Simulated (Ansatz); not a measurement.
# Localised basis functions on generalised stacking fault on (111) (glide set) of a GaP-AlP solid solution (72 atoms), part 2 of 3

Aim: test how closely localised support functions follow the reference on generalised stacking fault on (111) (glide set) of a GaP-AlP solid solution (72 atoms), and at what cost. A setting counts as converged where the r.m.s. difference of forces stays under 1 % of the r.m.s. force.

Ansatz 0.2.0; Kohn-Sham DFT, PBE, PAW (set soft_2), plane waves.

The cell: 18 Al, 36 P and 18 Ga. The host structure and its lattice constant were typed by rule, without a check against the phase diagram.

So far. Step 3 (Support functions medium): Forces differ from the reference by 0.41 meV/Å r.m.s., 0.022 % of their size, well within a tolerance of 1 %; the energy by -0.87 meV/atom. It took 57 s and 12 cycles; the reference's time can't be set against it, since the two runs asked for unlike analyses. The two runs also began from different starting densities, which bears on cycles and time.

### Step 5. Support functions high

With localised support functions most steps grow linearly with size, though the diagonalisation grows faster unless the density matrix is cut; this run measures error and cost at this size. The level high gives here a grid of 36×72×108 points and a radius of 4.89 Å.

This step: Kohn-Sham DFT, PBE, PAW (set soft_2), localised support functions (high) (Ansatz 0.2.0).

Contents of input.yaml:

```yaml
crystal:
  lattice:
    - [6.68331, 0.0, 0.0]
    - [0.0, 11.57583, 0.0]
    - [6.12639, 0.0, 19.10326]
  atoms:
    [... the 72 atom lines of step 2 ...]
kpoints:
  mp_grid: { grid: [2, 1, 1] }
hamiltonian:
  xc: pbe
scf:
  occupations: { method: gaussian, width: 0.05 }
  eigensolver: { kind: { support_functions: { accuracy: high } } }
  mixing: { beta: 0.4 }
  max_iter: 150
output:
  forces: true
```

Launch:

```bash
$ ansatz run input.yaml --threads 4 --pin off --max-ram 8192MiB --backend cpu --events-out ev --progress --plain --runs-dir out
```

The program printed:

```text
[...]
Crystal: 72 atoms, lattice volume = 1477.921 Å³
Basis set: ecut = 420 eV, 28917 PW (Γ), exchange–correlation on 90×180×270 points (8 copies of the dense FFT grid, shifted against one another)
Bands: 281, of which v1, the nominal top of the filled ones, is band 234 counted from 1 (233 counted from 0)
Symmetry: 1 space group operations
k-points: 2
[...]
Eigensolver: Support functions (high, 36×72×108 points, laid for a spacing of at most 0.192795 Å, radius 4.889923 Å, 0 species' potentials softened for the grid, 3 wholly corrected for its errors in the mean over positions, 3 with the egg-box correction, energy correction by stochastic trace)
[...]
SCF iter   1: F=—  HF=-104976.819764 eV  |F-HF|=—  |Δ(HF+E_count)|=         —  Δρ=3.81e-2  dr2=2.31e1  ethr=1.00e-1
[...]
SCF iter  17: F=—  HF=-104998.063612 eV  |F-HF|=—  |Δ(HF+E_count)|=   1.86e-4  Δρ=1.19e-6  dr2=3.00e-8  ethr=2.48e-12  κ⁻¹=1.5e-6(r=7)
SCF iter  18: F=-104998.063663 eV  HF=-104998.063663 eV  |F-HF|=4.10e-9  |Δ(HF+E_count)|=   5.03e-5  Δρ=1.31e-6  dr2=4.05e-8  ethr=2.48e-12
SCF 1 converged in 18 iterations: F = -104998.065791 eV  dr2 = 4.05e-8
[...]
SCF converged after 18 iterations
[...]
Free energy (F): -104998.065791 eV
[...]
Internal energy: -104998.065791 eV  (E = F + TS)
E sigma→0 (E₀):  -104998.065791 eV
Fermi energy:    7.212795 eV
[...]
Σ components = -104998.065791   (vs F -104998.065791, Δ=0.00e0)
--- Forces (eV/Å), atoms counted from 1 ---
  atom   1  Al     7.47920562    -0.07261220     2.44071630
  atom   2  P     -0.19409307    -0.03481850    -0.16909940
  atom   3  Ga     0.03397698    -0.02952269     0.16210409
  atom   4  P     -0.22484881    -0.26798868    -0.09022672
[...]
atom  72  P     -7.37814255     0.06371661    -2.78148453
  max |Σ_I F_I| component: 5.02e-4 eV/Å
--- Band table (eV) ---
[...]
```

Wall time 3.2 min (4 threads of Intel Xeon 6975P-C (Granite Rapids), shared host); peak memory 5.1 GiB; 13 min of CPU time.

Keys that differ from the reference: support_functions.accuracy = "high", scf.max_iter = 150 and scf.mixing.beta = 0.4.

Forces differ from the reference by 0.17 meV/Å r.m.s., 0.0089 % of their size, well within a tolerance of 1 %; the energy by -0.86 meV/atom. It took 3.2 min and 18 cycles; the reference's time can't be set against it, since the two runs asked for unlike analyses. The two runs also began from different starting densities, which bears on cycles and time.

### Step 6. Support functions medium, radius 3.96 Å

The radius confines each support function; a larger one gives more freedom and more work per atom.

This step: Kohn-Sham DFT, PBE, PAW (set soft_2), localised support functions (medium) (Ansatz 0.2.0).

input.yaml, the sections that differ from step 5:

```yaml
scf:
  occupations: { method: gaussian, width: 0.05 }
  eigensolver: { kind: { support_functions: { accuracy: medium, radius: 3.96 } } }
  mixing: { beta: 0.4 }
  max_iter: 150
# crystal, kpoints, hamiltonian, output: as in step 5
```

The program printed:

```text
[...]
Crystal: 72 atoms, lattice volume = 1477.921 Å³
Basis set: ecut = 420 eV, 28917 PW (Γ), exchange–correlation on 90×160×270 points (8 copies of the dense FFT grid, shifted against one another)
Bands: 281, of which v1, the nominal top of the filled ones, is band 234 counted from 1 (233 counted from 0)
Symmetry: 1 space group operations
k-points: 2
[...]
SCF iter   1: F=—  HF=-104970.941704 eV  |F-HF|=—  |Δ(HF+E_count)|=         —  Δρ=3.79e-2  dr2=2.21e1  ethr=1.00e-1
[...]
SCF iter  11: F=—  HF=-104998.012598 eV  |F-HF|=—  |Δ(HF+E_count)|=   2.65e-3  Δρ=2.19e-5  dr2=1.19e-5  ethr=9.43e-9  κ⁻¹=7.1e-8(r=7)
SCF iter  12: F=-104998.014867 eV  HF=-104998.014867 eV  |F-HF|=2.63e-7  |Δ(HF+E_count)|=   2.27e-3  Δρ=8.15e-6  dr2=1.19e-6  ethr=2.54e-9
SCF 1 converged in 12 iterations: F = -104998.066275 eV  dr2 = 1.19e-6
[...]
SCF converged after 12 iterations
[...]
Free energy (F): -104998.066275 eV
[...]
Internal energy: -104998.066275 eV  (E = F + TS)
E sigma→0 (E₀):  -104998.066275 eV
Fermi energy:    7.213931 eV
[...]
Σ components = -104998.066275   (vs F -104998.066275, Δ=0.00e0)
--- Forces (eV/Å), atoms counted from 1 ---
  atom   1  Al     7.47964366    -0.07195192     2.44047613
  atom   2  P     -0.19503315    -0.03554920    -0.17017699
  atom   3  Ga     0.03361259    -0.02950423     0.16279017
  atom   4  P     -0.22482158    -0.26722622    -0.08986212
[...]
atom  72  P     -7.37866341     0.06330281    -2.78247325
  max |Σ_I F_I| component: 3.71e-3 eV/Å
--- Band table (eV) ---
[...]
```

Wall time 47 s (4 threads); peak memory 2.7 GiB; 2.9 min of CPU time.

Keys that differ from the reference: support_functions.accuracy = "medium", support_functions.radius = 3.96, scf.max_iter = 150 and scf.mixing.beta = 0.4.

Forces differ from the reference by 0.48 meV/Å r.m.s., 0.026 % of their size, well within a tolerance of 1 %; the energy by -0.87 meV/atom. It took 47 s and 12 cycles; the reference's time can't be set against it, since the two runs asked for unlike analyses. The two runs also began from different starting densities, which bears on cycles and time.

### Step 7. Support functions medium, radius 4.29 Å

The radius confines each support function; a larger one gives more freedom and more work per atom.

input.yaml, the sections that differ from step 6:

```yaml
scf:
  occupations: { method: gaussian, width: 0.05 }
  eigensolver: { kind: { support_functions: { accuracy: medium, radius: 4.29 } } }
  mixing: { beta: 0.4 }
  max_iter: 150
# crystal, kpoints, hamiltonian, output: as in step 6
```

The program printed:

```text
[...]
Crystal: 72 atoms, lattice volume = 1477.921 Å³
Basis set: ecut = 420 eV, 28917 PW (Γ), exchange–correlation on 90×160×270 points (8 copies of the dense FFT grid, shifted against one another)
Bands: 281, of which v1, the nominal top of the filled ones, is band 234 counted from 1 (233 counted from 0)
Symmetry: 1 space group operations
k-points: 2
[...]
SCF iter   1: F=—  HF=-104975.316441 eV  |F-HF|=—  |Δ(HF+E_count)|=         —  Δρ=3.80e-2  dr2=2.26e1  ethr=1.00e-1
[...]
SCF iter  11: F=—  HF=-104998.044636 eV  |F-HF|=—  |Δ(HF+E_count)|=   1.07e-3  Δρ=1.99e-5  dr2=1.00e-5  ethr=6.07e-9  κ⁻¹=4.6e-8(r=7)
SCF iter  12: F=-104998.045545 eV  HF=-104998.045544 eV  |F-HF|=7.25e-7  |Δ(HF+E_count)|=   9.09e-4  Δρ=8.92e-6  dr2=1.27e-6  ethr=2.14e-9
SCF 1 converged in 12 iterations: F = -104998.066170 eV  dr2 = 1.27e-6
[...]
SCF converged after 12 iterations
[...]
Free energy (F): -104998.066170 eV
[...]
Internal energy: -104998.066170 eV  (E = F + TS)
E sigma→0 (E₀):  -104998.066170 eV
Fermi energy:    7.213121 eV
[...]
Σ components = -104998.066170   (vs F -104998.066170, Δ=0.00e0)
--- Forces (eV/Å), atoms counted from 1 ---
  atom   1  Al     7.47974548    -0.07248312     2.44044730
  atom   2  P     -0.19409071    -0.03510113    -0.16927201
  atom   3  Ga     0.03405186    -0.02956761     0.16206965
  atom   4  P     -0.22484402    -0.26760359    -0.09018094
[...]
atom  72  P     -7.37852993     0.06368990    -2.78151233
  max |Σ_I F_I| component: 2.23e-3 eV/Å
--- Band table (eV) ---
[...]
```

Elapsed: 60 s, on 4 threads; peak memory 3 GiB; 3.8 min of CPU time.

Keys that differ from the reference: support_functions.accuracy = "medium", support_functions.radius = 4.29, scf.max_iter = 150 and scf.mixing.beta = 0.4.

Forces differ from the reference by 0.28 meV/Å r.m.s., 0.015 % of their size, well within a tolerance of 1 %; the energy by -0.87 meV/atom. It took 60 s and 12 cycles; the reference's time can't be set against it, since the two runs asked for unlike analyses. The two runs also began from different starting densities, which bears on cycles and time.

### Step 8. Support functions medium, radius 4.58 Å

The radius confines each support function; a larger one gives more freedom and more work per atom.

input.yaml, the sections that differ from step 7:

```yaml
scf:
  occupations: { method: gaussian, width: 0.05 }
  eigensolver: { kind: { support_functions: { accuracy: medium, radius: 4.58 } } }
  mixing: { beta: 0.4 }
  max_iter: 150
# crystal, kpoints, hamiltonian, output: as in step 7
```

The program printed:

```text
[...]
Crystal: 72 atoms, lattice volume = 1477.921 Å³
Basis set: ecut = 420 eV, 28917 PW (Γ), exchange–correlation on 90×160×270 points (8 copies of the dense FFT grid, shifted against one another)
Bands: 281, of which v1, the nominal top of the filled ones, is band 234 counted from 1 (233 counted from 0)
Symmetry: 1 space group operations
k-points: 2
[...]
SCF iter   1: F=—  HF=-104976.551602 eV  |F-HF|=—  |Δ(HF+E_count)|=         —  Δρ=3.80e-2  dr2=2.28e1  ethr=1.00e-1
[...]
SCF iter  14: F=-104998.057294 eV  HF=-104998.057294 eV  |F-HF|=5.54e-8  |Δ(HF+E_count)|=   1.30e-7  Δρ=9.45e-6  dr2=1.38e-6  ethr=5.40e-10
SCF 1 converged in 14 iterations: F = -104998.065775 eV  dr2 = 1.38e-6
[...]
SCF converged after 14 iterations
[...]
Free energy (F): -104998.065775 eV
[...]
Internal energy: -104998.065775 eV  (E = F + TS)
E sigma→0 (E₀):  -104998.065775 eV
Fermi energy:    7.212962 eV
[...]
Σ components = -104998.065775   (vs F -104998.065775, Δ=0.00e0)
--- Forces (eV/Å), atoms counted from 1 ---
  atom   1  Al     7.47922433    -0.07256524     2.44022163
  atom   2  P     -0.19427950    -0.03479909    -0.16878194
  atom   3  Ga     0.03415761    -0.02953697     0.16199513
  atom   4  P     -0.22506667    -0.26781895    -0.09028277
[...]
atom  72  P     -7.37823296     0.06372181    -2.78099531
  max |Σ_I F_I| component: 3.57e-3 eV/Å
--- Band table (eV) ---
[...]
```

Run time: 74 s. Hardware: 4 threads; peak memory 3.3 GiB.

Keys that differ from the reference: support_functions.accuracy = "medium", support_functions.radius = 4.58, scf.max_iter = 150 and scf.mixing.beta = 0.4.

Forces differ from the reference by 0.28 meV/Å r.m.s., 0.015 % of their size, well within a tolerance of 1 %; the energy by -0.86 meV/atom. It took 74 s and 14 cycles; the reference's time can't be set against it, since the two runs asked for unlike analyses. The two runs also began from different starting densities, which bears on cycles and time.

### Step 9. Support functions medium, radius 4.9 Å

The radius confines each support function; a larger one gives more freedom and more work per atom.

input.yaml, the sections that differ from step 8:

```yaml
scf:
  occupations: { method: gaussian, width: 0.05 }
  eigensolver: { kind: { support_functions: { accuracy: medium, radius: 4.9 } } }
  mixing: { beta: 0.4 }
  max_iter: 150
# crystal, kpoints, hamiltonian, output: as in step 8
```

The program printed:

```text
[...]
Crystal: 72 atoms, lattice volume = 1477.921 Å³
Basis set: ecut = 420 eV, 28917 PW (Γ), exchange–correlation on 90×160×270 points (8 copies of the dense FFT grid, shifted against one another)
Bands: 281, of which v1, the nominal top of the filled ones, is band 234 counted from 1 (233 counted from 0)
Symmetry: 1 space group operations
k-points: 2
[...]
SCF iter   1: F=—  HF=-104976.803187 eV  |F-HF|=—  |Δ(HF+E_count)|=         —  Δρ=3.81e-2  dr2=2.31e1  ethr=1.00e-1
[...]
SCF iter  12: F=—  HF=-104998.062454 eV  |F-HF|=—  |Δ(HF+E_count)|=   2.29e-4  Δρ=9.72e-6  dr2=1.45e-6  ethr=6.12e-9  κ⁻¹=9.7e-7(r=7)
SCF iter  13: F=-104998.062623 eV  HF=-104998.062623 eV  |F-HF|=4.81e-8  |Δ(HF+E_count)|=   1.68e-4  Δρ=7.85e-6  dr2=9.51e-7  ethr=3.10e-10
SCF 1 converged in 13 iterations: F = -104998.065595 eV  dr2 = 9.51e-7
[...]
SCF converged after 13 iterations
[...]
Free energy (F): -104998.065595 eV
[...]
Internal energy: -104998.065595 eV  (E = F + TS)
E sigma→0 (E₀):  -104998.065595 eV
Fermi energy:    7.212866 eV
[...]
Σ components = -104998.065595   (vs F -104998.065595, Δ=0.00e0)
--- Forces (eV/Å), atoms counted from 1 ---
  atom   1  Al     7.47931720    -0.07262179     2.44039805
  atom   2  P     -0.19417366    -0.03478416    -0.16883344
  atom   3  Ga     0.03404071    -0.02954389     0.16192104
  atom   4  P     -0.22501028    -0.26792098    -0.09016108
[...]
atom  72  P     -7.37818951     0.06371830    -2.78114114
  max |Σ_I F_I| component: 2.86e-3 eV/Å
--- Band table (eV) ---
[...]
```

Elapsed: 89 s, on 4 threads; peak memory 3.7 GiB.

Keys that differ from the reference: support_functions.accuracy = "medium", support_functions.radius = 4.9, scf.max_iter = 150 and scf.mixing.beta = 0.4.

Forces differ from the reference by 0.23 meV/Å r.m.s., 0.012 % of their size, well within a tolerance of 1 %; the energy by -0.86 meV/atom. It took 89 s and 13 cycles; the reference's time can't be set against it, since the two runs asked for unlike analyses. The two runs also began from different starting densities, which bears on cycles and time.

### Step 10. Support functions medium, radius 5.52 Å

The radius confines each support function; a larger one gives more freedom and more work per atom.

input.yaml, the sections that differ from step 9:

```yaml
scf:
  occupations: { method: gaussian, width: 0.05 }
  eigensolver: { kind: { support_functions: { accuracy: medium, radius: 5.52 } } }
  mixing: { beta: 0.4 }
  max_iter: 150
# crystal, kpoints, hamiltonian, output: as in step 9
```

The program printed:

```text
[...]
Crystal: 72 atoms, lattice volume = 1477.921 Å³
Basis set: ecut = 420 eV, 28917 PW (Γ), exchange–correlation on 90×160×270 points (8 copies of the dense FFT grid, shifted against one another)
Bands: 281, of which v1, the nominal top of the filled ones, is band 234 counted from 1 (233 counted from 0)
Symmetry: 1 space group operations
k-points: 2
[...]
SCF iter   1: F=—  HF=-104976.699858 eV  |F-HF|=—  |Δ(HF+E_count)|=         —  Δρ=3.82e-2  dr2=2.34e1  ethr=1.00e-1
[...]
SCF iter  12: F=—  HF=-104998.064992 eV  |F-HF|=—  |Δ(HF+E_count)|=   7.64e-5  Δρ=1.17e-5  dr2=2.56e-6  ethr=8.84e-9  κ⁻¹=1.5e-6(r=7)
SCF iter  13: F=-104998.065037 eV  HF=-104998.065037 eV  |F-HF|=3.13e-8  |Δ(HF+E_count)|=   4.50e-5  Δρ=7.63e-6  dr2=9.24e-7  ethr=5.47e-10
SCF 1 converged in 13 iterations: F = -104998.065532 eV  dr2 = 9.24e-7
[...]
SCF converged after 13 iterations
[...]
Free energy (F): -104998.065532 eV
[...]
Internal energy: -104998.065532 eV  (E = F + TS)
E sigma→0 (E₀):  -104998.065532 eV
Fermi energy:    7.212845 eV
[...]
Σ components = -104998.065532   (vs F -104998.065532, Δ=0.00e0)
--- Forces (eV/Å), atoms counted from 1 ---
  atom   1  Al     7.47938416    -0.07259510     2.44048300
  atom   2  P     -0.19414235    -0.03476495    -0.16888777
  atom   3  Ga     0.03399454    -0.02952387     0.16200945
  atom   4  P     -0.22495128    -0.26794761    -0.09018848
[...]
atom  72  P     -7.37809508     0.06371089    -2.78112223
  max |Σ_I F_I| component: 1.81e-3 eV/Å
--- Band table (eV) ---
[...]
```

It took 2.2 min on 4 threads; peak memory 4.7 GiB; 8.7 min of CPU time.

Keys that differ from the reference: support_functions.accuracy = "medium", support_functions.radius = 5.52, scf.max_iter = 150 and scf.mixing.beta = 0.4.

Forces differ from the reference by 0.21 meV/Å r.m.s., 0.011 % of their size, well within a tolerance of 1 %; the energy by -0.86 meV/atom. It took 2.2 min and 13 cycles; the reference's time can't be set against it, since the two runs asked for unlike analyses. The two runs also began from different starting densities, which bears on cycles and time.

### Step 11. Support functions medium, radius 6.13 Å

The radius confines each support function; a larger one gives more freedom and more work per atom.

input.yaml, the sections that differ from step 10:

```yaml
scf:
  occupations: { method: gaussian, width: 0.05 }
  eigensolver: { kind: { support_functions: { accuracy: medium, radius: 6.13 } } }
  mixing: { beta: 0.4 }
  max_iter: 150
# crystal, kpoints, hamiltonian, output: as in step 10
```

The program printed:

```text
[...]
Crystal: 72 atoms, lattice volume = 1477.921 Å³
Basis set: ecut = 420 eV, 28917 PW (Γ), exchange–correlation on 90×160×270 points (8 copies of the dense FFT grid, shifted against one another)
Bands: 281, of which v1, the nominal top of the filled ones, is band 234 counted from 1 (233 counted from 0)
Symmetry: 1 space group operations
k-points: 2
[...]
SCF iter   1: F=—  HF=-104976.720610 eV  |F-HF|=—  |Δ(HF+E_count)|=         —  Δρ=3.83e-2  dr2=2.35e1  ethr=1.00e-1
[...]
SCF iter  12: F=—  HF=-104998.065388 eV  |F-HF|=—  |Δ(HF+E_count)|=   3.90e-5  Δρ=1.06e-5  dr2=2.25e-6  ethr=7.42e-9  κ⁻¹=1.4e-6(r=7)
SCF iter  13: F=-104998.065406 eV  HF=-104998.065406 eV  |F-HF|=1.40e-8  |Δ(HF+E_count)|=   1.86e-5  Δρ=7.30e-6  dr2=8.66e-7  ethr=4.81e-10
SCF 1 converged in 13 iterations: F = -104998.065524 eV  dr2 = 8.66e-7
[...]
SCF converged after 13 iterations
[...]
Free energy (F): -104998.065524 eV
[...]
Internal energy: -104998.065524 eV  (E = F + TS)
E sigma→0 (E₀):  -104998.065524 eV
Fermi energy:    7.212849 eV
[...]
Σ components = -104998.065524   (vs F -104998.065524, Δ=0.00e0)
--- Forces (eV/Å), atoms counted from 1 ---
  atom   1  Al     7.47939537    -0.07258940     2.44047987
  atom   2  P     -0.19412108    -0.03477021    -0.16891689
  atom   3  Ga     0.03398333    -0.02952747     0.16200534
  atom   4  P     -0.22492854    -0.26794572    -0.09017197
[...]
atom  72  P     -7.37809065     0.06370635    -2.78115000
  max |Σ_I F_I| component: 1.44e-3 eV/Å
--- Band table (eV) ---
[...]
```

Elapsed: 3.4 min, on 4 threads; peak memory 5.7 GiB.

Keys that differ from the reference: support_functions.accuracy = "medium", support_functions.radius = 6.13, scf.max_iter = 150 and scf.mixing.beta = 0.4.

Forces differ from the reference by 0.20 meV/Å r.m.s., 0.011 % of their size, well within a tolerance of 1 %; the energy by -0.86 meV/atom. It took 3.4 min and 13 cycles; the reference's time can't be set against it, since the two runs asked for unlike analyses. The two runs also began from different starting densities, which bears on cycles and time.

### Step 12. Support functions medium, radius 3.47 Å

The radius confines each support function; a larger one gives more freedom and more work per atom.

input.yaml, the sections that differ from step 11:

```yaml
scf:
  occupations: { method: gaussian, width: 0.05 }
  eigensolver: { kind: { support_functions: { accuracy: medium, radius: 3.47 } } }
  mixing: { beta: 0.4 }
  max_iter: 150
output:
  forces: true
  eigenvalues: true
# crystal, kpoints, hamiltonian: as in step 11
```

The program printed:

```text
Warning: scf.eigensolver.kind.support_functions: disabling space-group detection — the functions' gradient is summed over unrotated k-points, so no spatial operation reduces the k-mesh or symmetrises the density; time reversal is kept, so that k and −k are solved as one point where they differ and the mesh holds both, and exact exchange and, on two spinor components, a DFT+U term hold to it where the run has them: [...]
settings of this run that can trade accuracy for cost: scf.eigensolver.kind.support_functions [...]
Engine: ansatz 0.2.0, x86_64-unknown-linux-gnu
Pseudopotentials: kind: paw
Pseudopotential: Al, paw, valence charge 3, recommended cutoff 420 eV (normal), Al.paw.azcp
Pseudopotential: P, paw, valence charge 5, recommended cutoff 420 eV (normal), P.paw.azcp
Pseudopotential: Ga, paw, valence charge 13, recommended cutoff 420 eV (normal), Ga.paw.azcp
[... 5 lines on functional and potentials left out ...]
Error: SCF: the radius of support functions is under 3.89 Å, the least for these sites at the functions' level (scf.eigensolver.kind.support_functions.accuracy). Use scf.eigensolver.kind: auto, or type scf.eigensolver.kind.support_functions.radius at least as long, [...]
```

Run time: 1.1 s. Hardware: 4 threads; peak memory 0.34 GiB.

The program refuses radii under 3.89 Å for these atoms at this level.

(Continued in part 3 of 3.)

[Logs are printed without paths, hosts, clocks, repeated set-up lines and the standing remarks that a program may print on its own settings, such as how far it seeks lower states.]

[Hosts, paths, dates, database ids (printed as entryN), source tags and the programs' standing remarks are cut or masked in the printed files.]
